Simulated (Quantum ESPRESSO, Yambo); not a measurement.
# A GW chain in Yambo: GaAs (F-43m), part 2 of 3

How does a plane-wave GW calculation on GaAs (F-43m) run from the first input to the gap?

Quantum ESPRESSO 7.5 and Yambo 5.3.0; PBE and many-body steps on it, plane waves. Known limits of the many-body steps: not at the basis limit; no spin-orbit coupling; coarse k mesh.

So far. Step 2 (Ground state): The gap is direct, at Γ. Step 3 (Bands along the symmetry lines): The gap is 0.518 eV, as in the run before at this level.

## (4) Empty states on the mesh, 4×4×4 mesh, 187 bands

Level of this step: DFT, PBE, plane waves, norm-conserving pseudopotentials (Quantum ESPRESSO).

The sums over transitions need many empty states on a uniform mesh; this step solves for them.

The input, pw.in:

```
&control
  calculation = 'nscf'
  prefix = 'x'
  outdir = 'o'
  pseudo_dir = 'pseudo'
/
&system
  ibrav = 0
  nat = 2
  ntyp = 2
  ecutwfc = 104.0
  nbnd = 187
  force_symmorphic = .true.
/
&electrons
  conv_thr = 1e-9
  electron_maxstep = 80
  diago_full_acc = .true.
  diago_thr_init = 5e-6
/
ATOMIC_SPECIES
  Ga 69.723 Ga.upf
  As 74.922 As.upf
CELL_PARAMETERS angstrom
  0.0000000000 2.8268500000 2.8268500000
  2.8268500000 0.0000000000 2.8268500000
  2.8268500000 2.8268500000 0.0000000000
ATOMIC_POSITIONS crystal
  Ga 0.0000000000 0.0000000000 0.0000000000
  As 0.2500000000 0.2500000000 0.2500000000
K_POINTS automatic
  4 4 4 0 0 0
```

Launch:

```sh
> OMP_NUM_THREADS=1 mpirun -n 4 pw.x -nk 4 -in pw.in > pw.out
```

The log of the run:

```text
[banner, memory and clock lines left out]
Program PWSCF v.7.5 starts

     Atomic positions and unit cell read from directory:
     o/x.save/

     Message from routine setup:
     using ibrav=0 with symmetry is DISCOURAGED, use correct ibrav instead

     G-vector sticks info

     bravais-lattice index     =            0
     lattice parameter (alat)  =       7.5547  a.u.
     unit-cell volume          =     304.8842 (a.u.)^3
     number of atoms/cell      =            2
     number of atomic types    =            2
     number of electrons       =        44.00
     number of Kohn-Sham states=          187
     kinetic-energy cutoff     =     104.0000  Ry
     charge density cutoff     =     416.0000  Ry
     Exchange-correlation= PBE
                           (   1   4   3   4   0   0   0)

     celldm(1)=   7.554690  celldm(2)=   0.000000  celldm(3)=   0.000000
     celldm(4)=   0.000000  celldm(5)=   0.000000  celldm(6)=   0.000000

     crystal axes: (cart. coord. in units of alat)
               a(1) = (   0.000000   0.707107   0.707107 )
               a(2) = (   0.707107   0.000000   0.707107 )
               a(3) = (   0.707107   0.707107   0.000000 )

     reciprocal axes: (cart. coord. in units 2 pi/alat)
               b(1) = ( -0.707107  0.707107  0.707107 )
               b(2) = (  0.707107 -0.707107  0.707107 )
               b(3) = (  0.707107  0.707107 -0.707107 )
     Pseudo is Norm-conserving + core correction, Zval = 21.0
     Generated using ONCVPSP code by D. R. Hamann
     Using radial grid of 1902 points,  6 beta functions with:
     Pseudo is Norm-conserving + core correction, Zval = 23.0
     Generated using ONCVPSP code by D. R. Hamann
     Using radial grid of 1358 points,  6 beta functions with:
     Ga               21.00    69.72300     Ga( 1.00)
     As               23.00    74.92200     As( 1.00)

     24 Sym. Ops. (no inversion) found

   Cartesian axes

     site n.     atom                  positions (alat units)
         1        Ga     tau(   1) = (   0.0000000   0.0000000   0.0000000  )
         2        As     tau(   2) = (   0.3535534   0.3535534   0.3535534  )

     number of k points=     8
                       cart. coord. in units 2pi/alat
        k(    1) = (   0.0000000   0.0000000   0.0000000), wk =   0.0312500
        k(    2) = (   0.1767767   0.1767767  -0.1767767), wk =   0.2500000
        k(    3) = (  -0.3535534  -0.3535534   0.3535534), wk =   0.1250000
[...]
k(    7) = (  -0.7071068   0.0000000   0.0000000), wk =   0.0937500
        k(    8) = (  -0.7071068   0.3535534   0.0000000), wk =   0.1875000

     Dense  grid:    43655 G-vectors     FFT dimensions: (  50,  50,  50)

     The potential is recalculated from file :
     o/x.save/charge-density

     Starting wfcs are   26 randomized atomic wfcs +  161 random wfcs

     Band Structure Calculation

     End of band structure calculation

          k = 0.0000 0.0000 0.0000 (  5577 PWs)   bands (ev):

  -174.9302-133.8474-118.3121-118.3121-118.3121 -84.5719 -84.5719 -84.5719
   -25.3230 -25.3230 -25.3230 -25.3139 -25.3139  -4.9669  -4.9669  -4.9669
    -4.8900  -4.8900  -2.8987   9.8275   9.8275   9.8275  10.3456  13.5642
    13.5642  13.5642  17.4293  19.9896  19.9896  21.3957  21.3957  21.3957
[...]
[... 12 further rows ...]
[...]
130.9424 136.7913 138.3698

          k = 0.1768 0.1768-0.1768 (  5459 PWs)   bands (ev):

  -174.9302-133.8473-118.3121-118.3121-118.3121 -84.5717 -84.5717 -84.5717
[...]
[... 12 further rows ...]
[...]
137.5899 139.8688 139.9343

          k =-0.3536-0.3536 0.3536 (  5444 PWs)   bands (ev):

  -174.9302-133.8473-118.3121-118.3121-118.3121 -84.5717 -84.5717 -84.5717
[...]
66.3909  66.3909  66.8454  68.4226  68.4226  68.6866  68.6866  68.7091
     [... 12 further rows ...]
   131.9094 131.9094 131.9458 132.9314 134.9070 134.9070 135.0505 135.0505
   137.0344 138.5541 140.1731

          k = 0.3536 0.0000 0.0000 (  5457 PWs)   bands (ev):

     [... further k-points ...]

     highest occupied, lowest unoccupied level (ev):     9.8275   10.3456

     XML data file, pseudopotentials, collected wavefunctions
```

Elapsed: 20 s, on 4 MPI ranks of Arm Neoverse V1, shared host; peak memory 0.56 GiB; 81 s of CPU time.

Numbers from this step:

- gap: 0.5181 eV
- k of the valence top: 0, 0, 0
- k of the conduction bottom: 0, 0, 0
- least direct gap: 0.5181 eV
- k points computed: 8
- lowest point of the top converged band, above the valence top: 127.2009 eV

On this mesh the gap is 0.518 eV.

## (5) Conversion and set-up

This step: Yambo 5.3.0; conversion and set-up on PBE, plane waves, norm-conserving pseudopotentials.

The states are converted to the many-body program's format and the q mesh is built.

Launch:

```sh
> (cd o/x.save; p2y > p2y.log; mv SAVE ../..); yambo > setup.log
```

The log of the run:

```text
 Yambo, version 5.3.0

 [02] CORE Variables Setup
 =========================

  [02.01] Unit cells
  ==================

  Cell kind             :  FCC
  Atoms in the cell     :  Ga  As
  number of Ga atoms    :  1
  number of As atoms    :  1

  List of atomic masses
  Mass of Ga    :  69.72300
  Mass of As    :  74.92200

  List of atomic coordinates    : [cc]
  Ga1       :  0.000000  0.000000  0.000000  order 1
  As1       :  2.670986  2.670986  2.670986  order 2

  Alat factors          :  5.341972  5.341972  5.341972 [a.u.]
  Direct lattice volume :  304.8842 [a.u.]
  Direct lattice vectors:  A[ 1 ]  A[ 2 ]  A[ 3 ]
   A[ 1 ]:  0.000000  1.000000  1.000000  [iru]
   0.000000  5.341972  5.341972  [cc]
   A[ 2 ]:  1.000000  0.000000  1.000000  [iru]
   5.341972  0.000000  5.341972  [cc]
   A[ 3 ]:  1.000000  1.000000  0.000000  [iru]
   5.341972  5.341972  0.000000  [cc]

  Recip. lattice volume :  0.813588 [a.u.]
  Recip. lattice vectors:  B[ 1 ]  B[ 2 ]  B[ 3 ]
   B[ 1 ]: -0.500000  0.500000  0.500000  [iku]
  -0.588096  0.588096  0.588096  [cc]
   B[ 2 ]:  0.500000 -0.500000  0.500000  [iku]
   0.588096 -0.588096  0.588096  [cc]
   B[ 3 ]:  0.500000  0.500000 -0.500000  [iku]
   0.588096  0.588096 -0.588096  [cc]

  [02.02] Symmetries
  ==================

  Inversion symmetry    : yes
  Spatial inversion     : no
  Inversion index       :  25
  K-space Time-reversal : yes
  Magnetic symmetries   : no
  Time-reversal derived K-space symmetries:   25   48
  Group table correct   : yes
  Symmetries units      :  [cc]

   [S  1]:   1.0000      0.14712E-16  0.14712E-16  0.14712E-16   1.0000     -0.14712E-16 -0.14712E-16 -0.14712E-16   1.0000
   [S  2]:  -1.0000     -0.14712E-16  0.14712E-16 -0.14712E-16  -1.0000     -0.14712E-16  0.14712E-16  0.14712E-16   1.0000
   [S  3]:  -1.0000      0.14712E-16 -0.14712E-16 -0.14712E-16   1.0000      0.14712E-16  0.14712E-16 -0.14712E-16  -1.0000
[...]
[S  9]:  0.14712E-16   1.0000      0.14712E-16 -0.14712E-16  0.14712E-16   1.0000       1.0000     -0.14712E-16 -0.14712E-16
   [S 10]:  0.14712E-16  -1.0000     -0.14712E-16 -0.14712E-16 -0.14712E-16  -1.0000       1.0000      0.14712E-16  0.14712E-16
     [... 36 further rows ...]
   [S*47]:   1.0000      0.14712E-16 -0.14712E-16  0.14712E-16 -0.14712E-16  -1.0000     -0.14712E-16   1.0000      0.14712E-16
   [S*48]:   1.0000     -0.14712E-16  0.14712E-16  0.14712E-16  0.14712E-16   1.0000     -0.14712E-16  -1.0000     -0.14712E-16

  [02.03] Reciprocal space
  ========================

  nG shells         :   403
  nG charge         :   43655
  nG WFs            :   6501
  nC WFs            :   5577
  G-vecs. in first 40 shells:  [ Number ]
     1    9   15   27   51   59   65   89  113
    137   169   181   229   259   283   307   331   339
    387   411   459   531   537   561   609   645   701
[...]
1139  1211  1243  1291
  ...
[...]
K/Q-points units:
  rlu = crystal or reduced units; cc = cartesian coordinates; iku = interal k-units

  K [1]          [rlu]:  0.000000  0.000000  0.000000
         WF components:   5577
  K [2]          [rlu]: -0.91587E-18 -0.91587E-18  0.25000
         WF components:   5459
  K [3]          [rlu]:  0.18317E-17  0.18317E-17 -0.50000
         WF components:   5444
  K [4]          [rlu]: -0.26116E-17  0.25000      0.25000
         WF components:   5457
  K [5]          [rlu]:  0.18030E-16  0.25000     -0.50000
         WF components:   5467
  [... 2 further k-points ...]
  K [8]          [rlu]:  0.250000 -0.500000 -0.250000
         WF components:   5440

  [02.05] Energies & Occupations
  ==============================

  [X] === General ===
  [X] Electronic Temperature                        :  0.000000  0.000000 [eV K]
  [X] Bosonic    Temperature                        :  0.000000  0.000000 [eV K]
  [X] Finite Temperature mode                       : no
  [X] El. density                                   :  0.97390E+24 [cm-3]
  [X] Fermi Level                                   :  9.827511 [eV]

  [X] === Gaps and Widths ===
  [X] Conduction Band Min                           :  0.518057 [eV]
  [X] Valence Band Max                              :  0.000000 [eV]
  [X] Filled Bands                                  :  22
  [X] Empty Bands                                   :   23  187
  [X] Direct Gap                                    :  0.518057 [eV]
  [X] Direct Gap localized at k                     :  1
  [X] Indirect Gap                                  :  0.518057 [eV]
  [X] Indirect Gap between kpts                     :  1  1
  [X] Last valence band width                       :  3.339194 [eV]
  [X] 1st conduction band width                     :  4.106600 [eV]

  E @ K [1]:  [eV]
  -184.7577 -143.6748 -128.1396 -128.1396 -128.1396  -94.3994  -94.3994  -94.3994
  -35.15048 -35.15048 -35.15048 -35.14141 -35.14141 -14.79439 -14.79439 -14.79439
   -14.717      -14.717      -12.726     -0.19190E-09 -0.56551E-10   0.0000      0.51806       3.7367
[...]
occ @ K [1]
[...]
E @ K [2]:  [eV]
[...]
occ @ K [2]
[...]
E @ K [3]:  [eV]
[...]
occ @ K [3]
[...]
E @ K [4]:  [eV]
[...]
occ @ K [4]
[...]
E @ K [5]:  [eV]
[...]
occ @ K [5]
[...]
[... 2 further k-points ...]
  E @ K [8]:  [eV]
[...]
occ @ K [8]
[...]
0.000000  0.000000  0.000000  0.000000  0.000000  0.000000  0.000000  0.000000
   0.000000  0.000000  0.000000  0.000000  0.000000  0.000000  0.000000  0.000000

 [03] Transferred momenta grid and indexing
 ==========================================

 IBZ Q-points                                      :   8
 BZ  Q-points                                      :   64

 K/Q-points units:
 rlu = crystal or reduced units; cc = cartesian coordinates; iku = interal k-units

 Q [1]          [rlu]:  0.000000  0.000000  0.000000
 Q [2]          [rlu]: -0.91587E-18 -0.91587E-18  0.25000
 Q [3]          [rlu]:  0.18317E-17  0.18317E-17 -0.50000
[...]
Q [7]          [rlu]:  0.52231E-17 -0.50000     -0.50000
 Q [8]          [rlu]:  0.250000 -0.500000 -0.250000

  [03.01] X indexes
  =================

   [03.01.01] Sigma indexes
   ========================

 [06] Game Over & Game summary
```

Run time: 3.2 s. Hardware: 1 MPI rank; peak memory 0.26 GiB.

(Part 2 of 3 ends here.)

[Paths, hosts, dates, memory and timing lines, banners, echoed tables and standing remarks are left out of the program output.]

[Logs are printed without paths, hosts, clocks, repeated set-up lines and the standing remarks that a program may print on its own settings, such as how far it seeks lower states.]

[Runs of the session that timed out or met a known fault of the program may be left out.]

[Hosts, paths, dates, database ids (printed as entryN), source tags and the programs' standing remarks are cut or masked in the printed files.]
